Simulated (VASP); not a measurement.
# SnSe2 (P-3m1) in VASP: notebook

The runs below take SnSe2 through single point, with LDA.

Everything below comes from runs of VASP 6.6.1. Logs are shortened: lines on timing, memory, paths and dates and some standing lists are left out, and cuts for length are marked.

### Step 1. The crystal as given

Symmetry: P-3m1, No. 164, trigonal system. Conventional cell: a = 3.811 Å, b = 3.811 Å, c = 6.136 Å, α = 90.00°, β = 90.00°, γ = 120.00°. Around Sn (site symmetry -3m) lie 6 Se at 2.68 Å. Se (site symmetry 3m) is surrounded by 3 Sn at 2.68 Å.

### Step 2. Single point, LDA

The input, INCAR:

```
SYSTEM = SnSe2
PREC     = Low            ! precision mode
ENCUT    = 550            ! plane-wave cutoff, eV
EDIFF    = 1E-7           ! SCF threshold, eV
ISMEAR   = 0              ! smearing method
SIGMA    = 0.05           ! smearing width, eV
LREAL    = .False.        ! projectors in reciprocal space
LASPH    = .True.         ! aspherical terms in the spheres
NELM     = 100            ! most SCF steps
ALGO     = Normal         ! electronic algorithm
ISIF     = 2              ! what is computed and relaxed
LWAVE    = .False.        ! write WAVECAR
LCHARG   = .False.        ! write CHGCAR
NBANDS   = 20             ! bands
ADDGRID  = .False.
```

The input, KPOINTS:

```
regular mesh
0
Gamma
  10 10 6
  0 0 0
```

The input, POSCAR:

```
SnSe2
1.0
    3.8110000000      0.0000000000      0.0000000000
   -1.9055000000      3.3004228138      0.0000000000
    0.0000000000      0.0000000000      6.1360000000
Sn Se
1 2
Direct
    0.0255860000      0.0074750000      0.0043360000
    0.6613810000      0.3516810000      0.7467700000
    0.3595740000      0.6870860000      0.2661230000
```

Potentials or basis: VASP PAW LDA potentials, release 64 (Sn_d, Se).

Started as:

```sh
$ cat potpaw_LDA.64/Sn_d/POTCAR potpaw_LDA.64/Se/POTCAR > POTCAR
$ mpirun -np 1 vasp_std > vasp.out
```

OUTCAR:

```text
SYSTEM = SnSe2
   PREC = Low
   ENCUT = 550
   EDIFF = 1E-7
   ISMEAR = 0
   LREAL = .False.
   LASPH = .True.
   NELM = 100
   ISIF = 2

 Found    304 irreducible k-points:

 Following reciprocal coordinates:
            Coordinates               Weight
  0.000000  0.000000  0.000000      1.000000
  0.100000 -0.000000  0.000000      2.000000
  0.000000  0.100000  0.000000      2.000000
 -0.100000  0.100000  0.000000      2.000000
  0.200000 -0.000000  0.000000      2.000000
  0.000000  0.200000  0.000000      2.000000
   k-points           NKPTS =    304   k-points in BZ     NKDIM =    304   number of bands    NBANDS=     20
   number of dos      NEDOS =    301   number of ions     NIONS =      3
   total plane-waves  NPLWV =  20736
   dimension x,y,z NGX =    24 NGY =   24 NGZ =   36
   dimension x,y,z NGXF=    24 NGYF=   24 NGZF=   36
   ions per type =               1   2
   NGX,Y,Z   is equivalent  to a cutoff of  10.47, 10.47,  9.75 a.u.
   NGXF,Y,Z  is equivalent  to a cutoff of  10.47, 10.47,  9.75 a.u.
 SYSTEM =  SnSe2
   PREC   = low       normal or accurate (medium, high low for compatibility)
   ISTART =      0    job   : 0-new  1-cont  2-samecut
   ICHARG =      2    charge: 1-file 2-atom 10-const
   ISPIN  =      1    spin polarized calculation?
   LNONCOLLINEAR =      F non collinear calculations
   LSORBIT =      F    spin-orbit coupling
   LASPH  =      T    aspherical Exc in radial PAW
   ENCUT  =  550.0 eV  40.42 Ry    6.36 a.u.   7.29  7.29 11.73*2*pi/ulx,y,z
   NELM   =    100;   NELMIN=  2; NELMDL= -5     # of ELM steps
   EDIFF  = 0.1E-06   stopping-criterion for ELM
   LREAL  =      F    real-space projection
   EDIFFG = 0.1E-05   stopping-criterion for IOM
   NSW    =      0    number of steps for IOM
   IBRION =     -1    ionic relax: 0-MD 1-quasi-New 2-CG
   NFREE  =      0    steps in history (QN), initial steepest desc. (CG)
   ISIF   =      2    stress and relaxation
   ISYM   =      2    0-nonsym 1-usesym 2-fastsym
   POTIM  = 0.5000    time-step for ionic-motion
   TEBEG  =    0.0;   TEEND  =   0.0 temperature during run
   PSTRESS=    0.0 pullay stress
   NELECT =      26.0000    total number of electrons
   NUPDOWN=      -1.0000    fix difference up-down
   EMIN   =  10.00;   EMAX   =-10.00  energy-range for DOS
   EFERMI =   0.00;   METHOD = LEGACY
   ISMEAR =     0;   SIGMA  =   0.05  broadening in eV -4-tet -1-fermi 0-gaus
   EFERMI_NEDOS =   21; number of points for ismear=-14 and -15
   IALGO  =     38    algorithm
   IMIX   =      4    mixing-type and parameters
     AMIX     =   0.40;   BMIX     =  1.00
     AMIX_MAG =   1.60;   BMIX_MAG =  1.00
  volume/ion in A,a.u.               =      25.73       173.61
  Fermi-wavevector in a.u.,A,eV,Ry     =   1.139116  2.152617 17.654722  1.297585
  Thomas-Fermi vector in A             =   2.275820
   LORBIT       =      0    0 simple, 1 ext, 2 COOP (PROOUT), +10 PAW based schemes
   GGA     = CA    functional components
   LHFCALC =     F    Hartree Fock is set to
   AEXX    =    0.0000 exact exchange contribution
   IVDW    =     0    specifies the selected vdW correction
   LEPSILON=     F    determine dielectric tensor
   LRPA    =     F    only Hartree local field effects (RPA)
 non-spin polarized calculation
 Gauss-broadening in eV      SIGMA  =   0.05
  energy-cutoff  :      550.00
  volume of cell :       77.18
 maximum number of plane-waves:      2297
   NGX = 15   NGY = 15   NGZ = 23

 number of electron      26.0000311 magnetization

 Free energy of the ion-electron system (eV)
  ---------------------------------------------------
  ext. energy  EPLUGINS =         0.00000000
  ---------------------------------------------------
  free energy    TOTEN  =       -13.74760529 eV

  energy without entropy =      -13.74760529  energy(sigma->0) =      -13.74760529

 E-fermi :   4.3721     XC(G=0):  -9.8265

 val. band max:        4.1846017164   @ k =   0.1000   0.1000   0.0000
 cond. band min:       4.5626364571   @ k =   0.4000  -0.4000   0.3333
 fundamental gap:      0.3780347407
 Fermi energy:         4.3720867140

 k-point     1 :       0.0000    0.0000    0.0000
  band No.  band energies     occupation
      1     -17.0540      2.00000
      2     -17.0498      2.00000
      3     -17.0085      2.00000
      4     -16.9977      2.00000
      5     -16.9969      2.00000
      6      -9.7607      2.00000
[... 12 lines left out ...]
     19      13.0660      0.00000
     20      13.2490      0.00000

 k-point     2 :       0.1000   -0.0000    0.0000
  band No.  band energies     occupation
      1     -17.0586      2.00000
      2     -17.0458      2.00000
      3     -17.0064      2.00000
      4     -16.9991      2.00000
      5     -16.9970      2.00000
      6      -9.6624      2.00000
[... 12 lines left out ...]
     19      12.3019      0.00000
     20      13.2900      0.00000

 k-point     3 :       0.0000    0.1000    0.0000
  band No.  band energies     occupation
      1     -17.0555      2.00000
      2     -17.0488      2.00000
      3     -17.0059      2.00000
      4     -16.9995      2.00000
      5     -16.9971      2.00000
      6      -9.6623      2.00000
[... 12 lines left out ...]
     19      12.3760      0.00000
     20      13.2035      0.00000

 k-point     4 :      -0.1000    0.1000    0.0000
  band No.  band energies     occupation
      1     -17.0560      2.00000
      2     -17.0480      2.00000
      3     -17.0058      2.00000
      4     -17.0004      2.00000
      5     -16.9965      2.00000
      6      -9.6628      2.00000
[... 12 lines left out ...]
     19      12.4685      0.00000
     20      13.1768      0.00000

 k-point     5 :       0.2000   -0.0000    0.0000
  band No.  band energies     occupation
      1     -17.0715      2.00000
      2     -17.0368      2.00000
      3     -17.0091      2.00000
      4     -16.9957      2.00000
      5     -16.9933      2.00000
      6      -9.3775      2.00000
[... 12 lines left out ...]
     19      12.0368      0.00000
     20      13.4655      0.00000

 k-point     6 :       0.0000    0.2000    0.0000
  band No.  band energies     occupation
      1     -17.0674      2.00000
      2     -17.0406      2.00000
      3     -17.0073      2.00000
      4     -16.9977      2.00000
      5     -16.9932      2.00000
      6      -9.3767      2.00000
[... 12 lines left out ...]
     19      12.1267      0.00000
     20      13.4678      0.00000

 [... further k-points ...]

------------------------ aborting loop because EDIFF is reached ----------------------------------------

  FORCE on cell =-STRESS in cart. coord.  units (eV):
  Direction    XX          YY          ZZ          XY          YZ          ZX
  --------------------------------------------------------------------------------------
  -------------------------------------------------------------------------------------
  Total       -0.4798819     -0.5234428     -0.6949287      0.0868085     -0.1056558     -0.5311754
  in kB       -9.9621031    -10.8664070    -14.4263668      1.8021003     -2.1933613    -11.0269314
  external PRESSURE =     -11.7516256 kB  Pullay stress =       0.0000000 kB

 VOLUME and BASIS-vectors are now :
 -----------------------------------------------------------------------------
  energy-cutoff  :      550.00
  volume of cell :       77.18
      direct lattice vectors                 reciprocal lattice vectors
     3.811000000  0.000000000  0.000000000     0.262398321  0.151495741  0.000000000
    -1.905500000  3.300422814  0.000000000     0.000000000  0.302991482  0.000000000
     0.000000000  0.000000000  6.136000000     0.000000000  0.000000000  0.162972621

 POSITION                                       TOTAL-FORCE (eV/Angst)
 -----------------------------------------------------------------------------------
      0.08326      0.02467      0.02661        -0.380790      0.117206      0.260350
      1.85039      1.16070      4.58218         0.406928     -0.023888     -0.054888
      0.06109      2.26767      1.63293        -0.026138     -0.093318     -0.205462
 -----------------------------------------------------------------------------------
    total drift:                               -0.002047      0.001526     -0.013038

  FREE ENERGIE OF THE ION-ELECTRON SYSTEM (eV)
  ---------------------------------------------------
  free  energy   TOTEN  =       -13.7476052857 eV

  energy  without entropy=      -13.7476052855  energy(sigma->0) =      -13.74760529
```

OSZICAR:

```text
N       E                     dE             d eps       ncg     rms          rms(c)
DAV:   1     0.208861266830E+03    0.20886E+03   -0.12537E+04 12488   0.155E+03
DAV:   2     0.110401939522E+02   -0.19782E+03   -0.19019E+03 12860   0.398E+02
DAV:   3    -0.131430887765E+02   -0.24183E+02   -0.23572E+02 14800   0.117E+02
DAV:   4    -0.140208571491E+02   -0.87777E+00   -0.87600E+00 14432   0.232E+01
DAV:   5    -0.140416768330E+02   -0.20820E-01   -0.20818E-01 16756   0.380E+00    0.514E+00
DAV:   6    -0.137818292273E+02    0.25985E+00   -0.50427E-01 18468   0.726E+00    0.327E+00
DAV:   7    -0.137511086101E+02    0.30721E-01   -0.13501E-01 13948   0.221E+00    0.953E-01
DAV:   8    -0.137478527613E+02    0.32558E-02   -0.98963E-03 15968   0.909E-01    0.260E-01
DAV:   9    -0.137476071405E+02    0.24562E-03   -0.11302E-03 13924   0.237E-01    0.772E-02
DAV:  10    -0.137476035171E+02    0.36234E-05   -0.94386E-05 14428   0.640E-02    0.291E-02
DAV:  11    -0.137476055144E+02   -0.19973E-05   -0.11040E-05 13724   0.202E-02    0.440E-03
DAV:  12    -0.137476052175E+02    0.29688E-06   -0.10529E-06 15436   0.653E-03    0.405E-03
DAV:  13    -0.137476052857E+02   -0.68186E-07   -0.28722E-07 13808   0.373E-03
   1 F= -.13747605E+02 E0= -.13747605E+02  d E =-.181616E-09
```

stdout:

```text
POSCAR found type information on POSCAR SnSe
 POSCAR found :  2 types and       3 ions
 scaLAPACK will be used
 LDA part: xc-table for (Slater(with rela. corr.)+CA(PZ))
 , standard interpolation
 POSCAR, INCAR and KPOINTS ok, starting setup
 FFT: planning ... GRIDC
 FFT: planning ... GRID_SOFT
 FFT: planning ... GRID
 WAVECAR not read
 entering main loop
```

Wall time 1.7 min (1 thread of Intel Xeon 6975P-C (Granite Rapids), shared host); peak memory 0.51 GiB.

These settings aren't checked as converged: the numbers below hold their error.

What came out:

```yaml
Free_energy: -13.7476 eV
Pressure: -1.2 GPa
Largest_force: 0.476 eV/Å
Band_gap_on_the_k_mesh: 0.38 eV, indirect (least direct gap 0.86 eV)
```

Caveat: spin-orbit coupling is left out, which moves the levels of the heavy elements.

### Step 3. Single point, LDA

Changes to INCAR since step 2:

```diff
@@ -1,3 +1,3 @@
 SYSTEM = SnSe2
-PREC     = Low            ! precision mode
+PREC     = Normal         ! precision mode
 ENCUT    = 550            ! plane-wave cutoff, eV
```

KPOINTS is that of step 2.

The input, POSCAR:

```
SnSe2
1.0
    3.8110000000      0.0000000000      0.0000000000
   -1.9055000000      3.3004228138      0.0000000000
    0.0000000000      0.0000000000      6.1360000000
Sn Se
1 2
Direct
    0.0000000000      0.0000000000      0.0000000000
    0.6666666667      0.3333333333      0.7510000000
    0.3333333333      0.6666666667      0.2490000000
```

Potentials or basis: VASP PAW LDA potentials, release 64 (Sn_d, Se).

Started as:

```sh
$ cat potpaw_LDA.64/Sn_d/POTCAR potpaw_LDA.64/Se/POTCAR > POTCAR
$ mpirun -np 1 vasp_std > vasp.out
```

It took 25 s on 1 thread of Intel Xeon 6975P-C (Granite Rapids), shared host; peak memory 0.22 GiB.

These settings aren't checked as converged: the numbers below hold their error.

What came out:

* Free energy: -13.7564 eV
* Pressure: 1.0 GPa
* Largest force: 0.508 eV/Å
* Band gap on the k mesh: 0.60 eV, indirect (least direct gap 0.90 eV)

Caveat: spin-orbit coupling is left out, which moves the levels of the heavy elements.

### Step 4. Single point, LDA

INCAR is that of step 3.

KPOINTS is that of step 3.

The input, POSCAR:

```
SnSe2
1.0
    3.8110000000      0.0000000000      0.0000000000
   -1.9055000000      3.3004228138      0.0000000000
    0.0000000000      0.0000000000      6.1360000000
Sn Se
1 2
Direct
    0.0255860000      0.0074750000      0.0043360000
    0.6613810000      0.3516810000      0.7467700000
    0.3595740000      0.6870860000      0.2661230000
```

Started as:

```sh
$ cat potpaw_LDA.64/Sn_d/POTCAR potpaw_LDA.64/Se/POTCAR > POTCAR
$ mpirun -np 1 vasp_std > vasp.out
```

Wall time 92 s (1 thread of Intel Xeon 6975P-C (Granite Rapids), shared host); peak memory 0.52 GiB.

These settings aren't checked as converged: the numbers below hold their error.

What came out:

```yaml
Free_energy: -13.7480 eV
Pressure: -1.2 GPa
Largest_force: 0.482 eV/Å
Band_gap_on_the_k_mesh: 0.38 eV, indirect (least direct gap 0.86 eV)
```

Caveat: spin-orbit coupling is left out, which moves the levels of the heavy elements.

### Step 5. For comparison

An earlier run on the cell as given: functional PBEsol; potentials or basis VASP PAW PBE potentials, release 64 (Sn_d, Se); cutoff 520 eV; k mesh 8 × 8 × 5; occupations fermi-dirac, width 0.05 eV; no spin polarisation.

* Pressure: 2.6 GPa
* Largest force: 0.622 eV/Å
* Band gap on the k mesh: 0.73 eV, indirect (least direct gap 1.00 eV)
